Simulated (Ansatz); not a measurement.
**Copper, hcp: HSE06 at the PBE geometry**

Aim: see what exact exchange does to the levels, and what it costs. Spin polarisation is left out. The geometry was relaxed under PBE beforehand and is kept. Exact exchange is dear, so the k-mesh is coarse, and PBE is run on the same mesh for comparison.

Method: DFT, plane waves (420 eV) with PBE-made PAW files, scalar-relativistic; functionals as named at each step, in Ansatz 0.2.0.

## Step 1: The starting structure

Symmetry: P6_3/mmc, No. 194, hexagonal system. Conventional cell: a = 2.566 Å, b = 2.566 Å, c = 4.202 Å, α = 90.00°, β = 90.00°, γ = 120.00°. Around Cu (site symmetry -6m2) lie 12 Cu at 2.57 Å.

Coordinates:

```cif
data_structure
_symmetry_space_group_name_H-M 'P 1'
_symmetry_Int_Tables_number 1
_cell_length_a 2.5662
_cell_length_b 2.5662
_cell_length_c 4.2018
_cell_angle_alpha 90.000
_cell_angle_beta 90.000
_cell_angle_gamma 120.000
_cell_volume 23.96
loop_
_atom_site_label
_atom_site_type_symbol
_atom_site_fract_x
_atom_site_fract_y
_atom_site_fract_z
_atom_site_occupancy
Cu1 Cu 0.33333 0.66667 0.25000 1
Cu2 Cu 0.66667 0.33333 0.75000 1
```

## Step 2: PBE on the coarse mesh

The run with PBE.

Contents of input.yaml:

```yaml
crystal:
  lattice:
    - [2.5661520258, 0.0, 0.0]
    - [-1.2830760129, 2.2223528444, 0.0]
    - [0.0, 0.0, 4.2018316729]
  atoms:
    - { symbol: Cu, position: [0.3333333333, 0.6666666667, 0.25] }
    - { symbol: Cu, position: [0.6666666667, 0.3333333333, 0.75] }
hamiltonian:
  xc: pbe
  pseudopotentials:
    kind: paw
    azcp:
      Cu: "pseudopotentials/Cu.paw.azcp"
basis:
  ecutwfc: 420
  fft_grid_basis: typed
kpoints:
  mp_grid: { grid: [7, 7, 4], shift: [0, 0, 0] }
magnetization:
  spin_polarized: false
scf:
  occupations: { method: fermi_dirac, width: 0.1 }
```

Command:

```
> ansatz run input.yaml --threads 4 --pin off --max-ram 8192MiB --backend cpu --events-out ev --progress --plain --runs-dir out
```

## Step 3: HSE06, coarse mesh

The run with HSE06.

input.yaml, as its differences from that of step 2:

```diff
@@ -9,3 +9,3 @@
 hamiltonian:
-  xc: pbe
+  xc: hse06
   pseudopotentials:
```

(Steps that only read results are left out.)

Q: Predict the outcome of this session. Wanted: PBE: gap; HSE06: gap; HSE06: relative to fcc.

**Answer**, as computed:

```
                         quantity                         value
                         PBE: gap  none (levels filled in part)
                       HSE06: gap  none (levels filled in part)
HSE06: SCF cycles, exchange loops                         18, 2
 HSE06: CPU time over that of PBE                            16
           HSE06: relative to fcc                   +6 meV/atom
```

Both PBE and HSE06 leave levels filled in part. HSE06 cost 16 times the CPU time of PBE. HSE06 needed 2 outer loops of the exchange operator. The dense-mesh value adds +17.8 meV/atom, the change that PBE shows between the coarse mesh and its own dense run (not shown). Under HSE06 it lies 6 meV/atom above fcc (computed apart in the same way); on such meshes a few tens of meV are uncertain for metals. The total energies in the logs cannot be compared from one functional to another.
